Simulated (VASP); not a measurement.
# ZrB2 (P6/mmm) in VASP: a series of runs

Runs on ZrB2. Level: PBE+D3(BJ). Tasks: equation of state.

Everything below comes from runs of VASP 6.6.1. Logs are shortened: lines on timing, memory, paths and dates and some standing lists are left out, and cuts for length are marked.

## (1) Starting point

The structure is hexagonal, space group P6/mmm (No. 191). The conventional cell has a = 3.147 Å, b = 3.147 Å, c = 3.507 Å, α = 90.00°, β = 90.00°, γ = 120.00°. Zr (site symmetry 6/mmm) is surrounded by 12 B at 2.52 Å. Around B (site symmetry -6m2) lie 3 B at 1.82 Å.

## (2) Equation of state, PBE+D3(BJ), 9.62 Å³/atom (a relaxed cell with its volume scaled by 0.96)

The input, INCAR:

```
SYSTEM = ZrB2
ALGO = Fast ; EDIFF = 1E-6
ENCUT = 520 ; GGA = PE
ISIF = 2 ; ISMEAR = -1
IVDW = 12 ; LASPH = .True.
LCHARG = .False. ; LREAL = .False.
LWAVE = .False. ; NELM = 60
PREC = Accurate ; SIGMA = 0.05
```

The input, KPOINTS:

```
k-points
0
Gamma
  8 8 8
  0 0 0
```

The input, POSCAR:

```
ZrB2                                    
1.0
    3.1040915678      0.0000000000      0.0000000000
   -1.5520457839      2.6882221534      0.0000000000
    0.0000000000      0.0000000000      3.4592195157
  Zr              B             
     1     2
Direct
     1.0000000000000000    0.0000000000000000    0.0000000000000000
     0.6666666667000030    0.3333333332999970    0.5000000000000000
     0.3333333332999970    0.6666666667000030    0.5000000000000000
```

Potentials or basis: VASP PAW PBE potentials, release 64 (Zr_sv, B).

Command:

```bash
$ cat potpaw_PBE.64/Zr_sv/POTCAR potpaw_PBE.64/B/POTCAR > POTCAR
$ mpirun -np 1 vasp_std > vasp.out
```

OUTCAR:

```text
SYSTEM = ZrB2
   EDIFF = 1E-6
   ENCUT = 520
   GGA = PE
   ISIF = 2
   ISMEAR = -1
   IVDW = 12
   LASPH = .True.
   LREAL = .False.
   NELM = 60
   PREC = Accurate
 IVDW          = 12

 ion  position               nearest neighbor table
   1  0.000  0.000  0.000-   2 2.49   3 2.49   2 2.49   3 2.49   2 2.49   2 2.49   3 2.49   3 2.49
                             2 2.49   2 2.49   3 2.49   3 2.49
   2  0.667  0.333  0.500-   3 1.79   3 1.79   3 1.79   1 2.49   1 2.49   1 2.49   1 2.49   1 2.49
                             1 2.49
   3  0.333  0.667  0.500-   2 1.79   2 1.79   2 1.79   1 2.49   1 2.49   1 2.49   1 2.49   1 2.49
                             1 2.49

  LATTYP: Found a hexagonal cell.
 ALAT       =     3.1040915678
 C/A-ratio  =     1.1144064020

  Lattice vectors:

 A1 = (   3.1040915678,   0.0000000000,   0.0000000000)
 A2 = (  -1.5520457839,   2.6882221534,   0.0000000000)
 A3 = (   0.0000000000,   0.0000000000,   3.4592195157)

Analysis of symmetry for initial positions (statically):
=====================================================================
 Subroutine PRICEL returns:
 Original cell was already a primitive cell.

 Routine SETGRP: Setting up the symmetry group for a
 hexagonal supercell.

 Subroutine GETGRP returns: Found 24 space group operations
 (whereof 24 operations were pure point group operations)
 out of a pool of 24 trial point group operations.

The static configuration has the point symmetry D_6h.

Analysis of symmetry for dynamics (positions and initial velocities):
=====================================================================
 Subroutine PRICEL returns:
 Original cell was already a primitive cell.

 Routine SETGRP: Setting up the symmetry group for a
 hexagonal supercell.

 Subroutine GETGRP returns: Found 24 space group operations
 (whereof 24 operations were pure point group operations)
 out of a pool of 24 trial point group operations.

The dynamic configuration has the point symmetry D_6h.

 Subroutine INISYM returns: Found 24 space group operations
 (whereof 24 operations are pure point group operations),
 and found     1 'primitive' translations

----------------------------------------------------------------------------------------

                                     Primitive cell

  volume of cell :      28.8654

  direct lattice vectors                    reciprocal lattice vectors
     3.104091568  0.000000000  0.000000000     0.322155445  0.185996533  0.000000000
    -1.552045784  2.688222153  0.000000000     0.000000000  0.371993066  0.000000000
[... 103 lines left out ...]
   EFERMI_NEDOS =   21; number of points for ismear=-14 and -15
   IALGO  =     68    algorithm
   IMIX   =      4    mixing-type and parameters
     AMIX     =   0.40;   BMIX     =  1.00
     AMIX_MAG =   1.60;   BMIX_MAG =  1.00
  volume/ion in A,a.u.               =       9.62        64.93
  Fermi-wavevector in a.u.,A,eV,Ry     =   1.398641  2.643049 26.615689  1.956198
  Thomas-Fermi vector in A             =   2.521779
   LORBIT       =      0    0 simple, 1 ext, 2 COOP (PROOUT), +10 PAW based schemes
   GGA     = PE    functional components
   LHFCALC =     F    Hartree Fock is set to
   AEXX    =    0.0000 exact exchange contribution
   IVDW    =    12    specifies the selected vdW correction
   LEPSILON=     F    determine dielectric tensor
   LRPA    =     F    only Hartree local field effects (RPA)
 non-spin polarized calculation
 RMM-DIIS sequential band-by-band and
  energy-cutoff  :      520.00
  volume of cell :       28.87
 maximum number of plane-waves:       788
 NGX is ok and might be reduce to    24
   NGX = 11   NGY = 11   NGZ = 13

 number of electron      18.0000000 magnetization

 Free energy of the ion-electron system (eV)
  ---------------------------------------------------
  ext. energy  EPLUGINS =         0.00000000
  ---------------------------------------------------
  free energy    TOTEN  =       -24.86839461 eV

  energy without entropy =      -24.86570853  energy(sigma->0) =      -24.86705157

 E-fermi :  11.1756     XC(G=0): -12.7424

 val. band max:       11.1707331426   @ k =   0.1250   0.1250   0.2500
 cond. band min:      11.3374689034   @ k =   0.0000   0.0000   0.2500
 fundamental gap:      0.1667357608
 Fermi energy:        11.1756189505

 k-point     1 :       0.0000    0.0000    0.0000
  band No.  band energies     occupation
      1     -37.1834      2.00000
      2     -15.4154      2.00000
      3     -14.7502      2.00000
      4     -14.7502      2.00000
      5      -1.7829      2.00000
      6       8.4799      2.00000
      7       8.4799      2.00000
      8       8.5130      2.00000
      9       8.9298      2.00000
     10      15.7393      0.00000
     11      16.5166      0.00000
     12      16.6362      0.00000
     13      16.6362      0.00000
[... 354 lines left out ...]
  band No.  band energies     occupation
      1     -37.0417      2.00000
      2     -15.7099      2.00000
      3     -15.4250      2.00000
      4     -14.9509      2.00000
      5       0.9557      2.00000
      6       3.9509      2.00000
      7       7.3412      2.00000
      8       7.8731      2.00000
      9       8.6274      2.00000
     10      13.0520      0.00000
     11      14.9072      0.00000
     12      16.7132      0.00000
     13      16.8079      0.00000

 [... further k-points ...]

------------------------ aborting loop because EDIFF is reached ----------------------------------------

 Edisp (eV)   -1.24782

 E8    (eV) :    -0.5510

  FORCE on cell =-STRESS in cart. coord.  units (eV):
  Direction    XX          YY          ZZ          XY          YZ          ZX
  --------------------------------------------------------------------------------------
  -------------------------------------------------------------------------------------
  Total       2.05040     2.05040     1.90385     0.00000     0.00000    -0.00000
  in kB     113.80739   113.80739   105.67319     0.00000     0.00000    -0.00000
  external pressure =      111.10 kB  Pullay stress =        0.00 kB

 VOLUME and BASIS-vectors are now :
 -----------------------------------------------------------------------------
  energy-cutoff  :      520.00
  volume of cell :       28.87
      direct lattice vectors                 reciprocal lattice vectors
     3.104091568  0.000000000  0.000000000     0.322155445  0.185996533  0.000000000
    -1.552045784  2.688222153  0.000000000     0.000000000  0.371993066  0.000000000
     0.000000000  0.000000000  3.459219516     0.000000000  0.000000000  0.289082550

 POSITION                                       TOTAL-FORCE (eV/Angst)
 -----------------------------------------------------------------------------------
      0.00000      0.00000      0.00000         0.000000      0.000000      0.000000
      1.55205      0.89607      1.72961        -0.000000      0.000000      0.000000
     -0.00000      1.79215      1.72961         0.000000     -0.000000      0.000000
 -----------------------------------------------------------------------------------
    total drift:                               -0.000000      0.000000      0.000000

  FREE ENERGIE OF THE ION-ELECTRON SYSTEM (eV)
  ---------------------------------------------------
  free  energy   TOTEN  =       -26.1162193900 eV

  energy  without entropy=      -26.1135333142  energy(sigma->0) =      -26.11487635
```

stdout:

```text
POSCAR found type information on POSCAR ZrB
 POSCAR found :  2 types and       3 ions
 scaLAPACK will be used
 LDA part: xc-table for (Slater+PW92), standard interpolation
 POSCAR, INCAR and KPOINTS ok, starting setup
 FFT: planning ... GRIDC
 FFT: planning ... GRID_SOFT
 FFT: planning ... GRID
 WAVECAR not read
 entering main loop
WARNING in EDDRMM: call to ZHEGV failed, returncode =   6  3     11
WARNING in EDDRMM: call to ZHEGV failed, returncode =   8  4      4
```

Wall time 22 s (1 thread of AMD EPYC 9R45 (Zen 5), shared host); peak memory 0.13 GiB.

Results:

```
Free energy                : -26.1162 eV
Pressure                   : 11.1 GPa
Band gap on the k mesh     : none (metal or under the smearing width)
Dispersion energy per atom : -0.416 eV
```

Caveat: pairwise dispersion overbinds metals, which lowers pressure and volume.

## (3) Equation of state, PBE+D3(BJ), 9.82 Å³/atom (a relaxed cell with its volume scaled by 0.98)

INCAR is that of step 2.

KPOINTS is that of step 2.

The input, POSCAR:

```
ZrB2                                    
1.0
    3.1254997723      0.0000000000      0.0000000000
   -1.5627498862      2.7067622023      0.0000000000
    0.0000000000      0.0000000000      3.4830769559
  Zr              B             
     1     2
Direct
     1.0000000000000000    0.0000000000000000    0.0000000000000000
     0.6666666667000030    0.3333333332999970    0.5000000000000000
     0.3333333332999970    0.6666666667000030    0.5000000000000000
```

Potentials or basis: VASP PAW PBE potentials, release 64 (Zr_sv, B).

Command:

```bash
$ cat potpaw_PBE.64/Zr_sv/POTCAR potpaw_PBE.64/B/POTCAR > POTCAR
$ mpirun -np 1 vasp_std > vasp.out
```

Run time: 22 s. Hardware: 1 thread of AMD EPYC 9R45 (Zen 5), shared host; peak memory 0.13 GiB.

It converged, with:

```
Free energy                : -26.1474 eV
Pressure                   : 5.3 GPa
Band gap on the k mesh     : none (metal or under the smearing width)
Dispersion energy per atom : -0.407 eV
```

Caveat: pairwise dispersion overbinds metals, which lowers pressure and volume.

## (4) Equation of state, PBE+D3(BJ), 10.02 Å³/atom

INCAR is that of step 3.

KPOINTS is that of step 3.

The input, POSCAR:

```
ZrB2                                    
1.0
    3.1466186546      0.0000000000      0.0000000000
   -1.5733093273      2.7250516909      0.0000000000
    0.0000000000      0.0000000000      3.5066119736
  Zr              B             
     1     2
Direct
     1.0000000000000000    0.0000000000000000    0.0000000000000000
     0.6666666667000030    0.3333333332999970    0.5000000000000000
     0.3333333332999970    0.6666666667000030    0.5000000000000000
```

Command:

```bash
$ cat potpaw_PBE.64/Zr_sv/POTCAR potpaw_PBE.64/B/POTCAR > POTCAR
$ mpirun -np 1 vasp_std > vasp.out
```

It took 20 s on 1 thread of AMD EPYC 9R45 (Zen 5), shared host; peak memory 0.13 GiB.

Results (log left out):

```
Free energy                : -26.1576 eV
Pressure                   : 0.0 GPa
Band gap on the k mesh     : none (metal or under the smearing width)
Dispersion energy per atom : -0.399 eV
```

Caveat: pairwise dispersion overbinds metals, which lowers pressure and volume.

## (5) Equation of state, PBE+D3(BJ), 10.22 Å³/atom (a relaxed cell with its volume scaled by 1.02)

INCAR is that of step 4.

KPOINTS is that of step 4.

The input, POSCAR:

```
ZrB2                                    
1.0
    3.1674577961      0.0000000000      0.0000000000
   -1.5837288980      2.7430989168      0.0000000000
    0.0000000000      0.0000000000      3.5298352462
  Zr              B             
     1     2
Direct
     1.0000000000000000    0.0000000000000000    0.0000000000000000
     0.6666666667000030    0.3333333332999970    0.5000000000000000
     0.3333333332999970    0.6666666667000030    0.5000000000000000
```

Command:

```bash
$ cat potpaw_PBE.64/Zr_sv/POTCAR potpaw_PBE.64/B/POTCAR > POTCAR
$ mpirun -np 1 vasp_std > vasp.out
```

It took 20 s on 1 thread of AMD EPYC 9R45 (Zen 5), shared host; peak memory 0.13 GiB.

Results (log left out):

```
Free energy                : -26.1490 eV
Pressure                   : -4.8 GPa
Band gap on the k mesh     : none (metal or under the smearing width)
Dispersion energy per atom : -0.391 eV
```

Caveat: pairwise dispersion overbinds metals, which lowers pressure and volume.

## (6) Equation of state, PBE+D3(BJ), 10.42 Å³/atom (a relaxed cell with its volume scaled by 1.04)

INCAR is that of step 5.

KPOINTS is that of step 5.

The input, POSCAR:

```
ZrB2                                    
1.0
    3.1880262802      0.0000000000      0.0000000000
   -1.5940131401      2.7609117466      0.0000000000
    0.0000000000      0.0000000000      3.5527568966
  Zr              B             
     1     2
Direct
     1.0000000000000000    0.0000000000000000    0.0000000000000000
     0.6666666667000030    0.3333333332999970    0.5000000000000000
     0.3333333332999970    0.6666666667000030    0.5000000000000000
```

Potentials or basis: VASP PAW PBE potentials, release 64 (Zr_sv, B).

Command:

```bash
$ cat potpaw_PBE.64/Zr_sv/POTCAR potpaw_PBE.64/B/POTCAR > POTCAR
$ mpirun -np 1 vasp_std > vasp.out
```

Run time: 19 s. Hardware: 1 thread of AMD EPYC 9R45 (Zen 5), shared host; peak memory 0.13 GiB.

The run converged. Its results:

```
Free energy                : -26.1233 eV
Pressure                   : -9.1 GPa
Band gap on the k mesh     : none (metal or under the smearing width)
Dispersion energy per atom : -0.383 eV
```

Caveat: pairwise dispersion overbinds metals, which lowers pressure and volume.

## (7) Equation of state, PBE+D3(BJ)

This step only gathers the single runs of the series.

Results:

```
Equilibrium volume                        : 10.03 Å³/atom
Bulk modulus at fixed shape and positions : 251 GPa
Pressure derivative of the bulk modulus   : 4.0 (rough: it moves with the points fitted)
```

Energy against volume, from the lowest point:
```
volume (Å³/atom)  energy (meV/atom)
           9.622              13.80
           9.822               3.42
          10.023               0.00
          10.223               2.87
          10.424              11.44
```

Caveat: the cell was scaled at fixed shape and fractional positions, which overstates the stiffness of a crystal with free parameters, most of all of layers and chains.
